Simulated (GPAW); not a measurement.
Crystal: Ti.

```
CELL_PARAMETERS angstrom
2.95000 0.00000 0.00000
-1.47500 2.55477 0.00000
0.00000 0.00000 4.68000
ATOMIC_POSITIONS crystal
Ti 0.66667 0.33333 0.75000
Ti 0.33333 0.66667 0.25000
```

- Program: GPAW 26.7.0
- Task: relaxation of cell and atoms
- Functional: LDA
- Potentials or basis: the program's PAW data sets (release 1.2.1) made for this functional
- Cutoff: 600 eV
- Basis: pw
- k mesh: 7 × 7 × 4
- Occupations: fermi-dirac, width 0.05 eV
- Spin: no spin polarisation

At the start: pressure -10.2 GPa; volume 17.64 Å³/atom.

How do energy, volume and symmetry change on relaxing?

Over 4 steps the energy falls by 44.2 meV/atom and the volume is 16.07 Å³/atom (-8.9 %); space group P6_3/mmc (No. 194, to 0.05 Å).

Step by step:
```tsv
step	energy change (eV)	largest force (eV/Å)	pressure (GPa)	volume (Å³)
1	0.0000	0.0000	-10.21	35.27
2	-0.0425	0.0001	-7.90	34.43
3	-0.0870	0.0000	0.67	31.97
4	-0.0884	0.0000	-0.03	32.14
```

Final structure:
```
Ti
1.0
     2.85841    0.00000    0.00000
    -1.42921    2.47546    0.00000
     0.00000    0.00000    4.54215
Ti
2
Direct
  0.66667 0.33333 0.75000
  0.33333 0.66667 0.25000
```

Caveat: later steps reuse the first step's grids.
